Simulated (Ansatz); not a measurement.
Structure relaxation of Nb

Theory: DFT PBE, scalar-relativistic, plane waves, PAW (Ansatz 0.2.0). Cutoff 420 eV, Γ-centred k mesh, Gaussian smearing, no spin polarisation in the final step.

The start is a random cell of Nb with space group P6_3/m (No. 176), drawn with lower limits on the distances.

```yaml
crystal:
  lattice:
    - [5.64701, 0.00000, 0.00000]
    - [-2.82350, 4.89045, 0.00000]
    - [0.00000, 0.00000, 4.23635]
  atoms:
    - { symbol: Nb, position: [0.08723, 0.75000, 0.75000] }
    - { symbol: Nb, position: [0.25000, 0.33723, 0.75000] }
    - { symbol: Nb, position: [0.33723, 0.08723, 0.25000] }
    - { symbol: Nb, position: [0.66277, 0.91277, 0.75000] }
    - { symbol: Nb, position: [0.75000, 0.66277, 0.25000] }
    - { symbol: Nb, position: [0.91277, 0.25000, 0.25000] }
```

Cell and atoms relax at zero pressure; the relaxation can't lower the symmetry of the start. After a coarse first stage the cell is made exact in the group found at 0.06 Å.

Energies count from the standard state of Nb at the same level.

(1) Which crystal results?

(2) What are its volume, energy, density and gap?

## Answers

(1) It ends in P6_3/mmc (No. 194). The result has the hcp structure. Conventional cell: a = 2.869 Å, c = 5.239 Å. Around Nb lie 6 Nb at 2.87 Å and 6 Nb at 3.10 Å.

Space group P6_3/mmc (No. 194). a = 2.869 Å, b = 2.869 Å, c = 5.239 Å, α = 90.00°, β = 90.00°, γ = 120.00°
```tsv
atom	site	symmetry	x	y	z
Nb	2c	-6m2	0.3333	0.6667	0.2500
```

(2) The volume per atom is 18.67 Å³. The density is 8.26 g/cm³. The energy over the standard structure is 0.29 eV/atom. The gap on the 24×24×10 mesh is 0 eV (a metal).

The final run used a 24×24×10 mesh on its 2-atom cell and 0.10 eV smearing. For metals, differences of a few meV/atom aren't resolved. Symmetry constrained the relaxation, so the result can be a saddle point. The steps took of the order of 80 core-seconds in all.

This form isn't the element's structure at ambient conditions.